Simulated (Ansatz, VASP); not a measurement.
**One calculation of C, two programs**

```
CELL_PARAMETERS angstrom
0.00000 1.72291 1.94379
1.72291 0.00000 1.94379
1.72291 1.72291 0.00000
ATOMIC_POSITIONS crystal
C 0.50000 0.50000 0.50000
C 0.75000 0.75000 0.75000
```

Alike in both runs: task single point; functional LDA; k mesh 12 × 12 × 12; occupations gaussian, width 0.05 eV; no spin polarisation.

|  | VASP | Ansatz |
| --- | --- | --- |
| version | VASP 6.6.1 | Ansatz 0.2.0 |
| potentials or method | VASP PAW LDA potentials, release 64 (C) | scalar-relativistic, plane waves, PAW |
| plane-wave cutoff (eV) | 520 | 520 |
| valence electrons in the cell | 8 | 8 |

Ansatz gave:

```
gap on the k mesh at the Fermi level (eV)       : 2.61
least direct gap on the mesh (eV)               : 4.46
pressure (GPa)                                  : -19.6
largest component of the traceless stress (GPa) : 81.57
```

Estimate VASP's values.

gap on the k mesh at the Fermi level (eV): 2.60; least direct gap on the mesh (eV): 4.46; pressure (GPa): -18.2; largest component of the traceless stress (GPa): 81.48.

Ansatz warned: «pseudo_functional_mismatch».

Caveats: so large a pressure means that the cell lies far from this level's equilibrium, or that cutoff or potentials fall short (VASP).
